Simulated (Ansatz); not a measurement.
Zinc-blende AlSb, treated with G0W0@r²SCAN in Ansatz (hard PAW, contour deformation, complete-basis limit).

Numerical settings: largest k mesh 8×8×8 (not extrapolated in the mesh).

Cell (measured lattice):

```yaml
crystal:
  lattice:
    - [0.00000, -3.06775, 3.06775]
    - [3.06775, -3.06775, 0.00000]
    - [3.06775, 0.00000, 3.06775]
  atoms:
    - { symbol: Al, position: [0.00000, 0.00000, 0.00000] }
    - { symbol: Sb, position: [0.25000, 0.25000, 0.25000] }
```

Task: Give the computed band gap.

Result: 
* **band gap**: 1.95 eV

Measured, for comparison: band gap 1.73 eV (zero-point renormalisation of 35 meV (experimental, the table's column) added back here, indirect; inputs from Miglio et al. (2020), arXiv:2011.12765).

Note: cell and atoms aren't relaxed at this level; the gap holds a correction of +0.12 eV to the complete basis.

Spin–orbit coupling is not included; with these elements it can move the gap by several tenths of an eV or more.

Static lattice: no zero-point or thermal effects.

The result took roughly 5 core-hours.

Ansatz is a program for electronic structure.
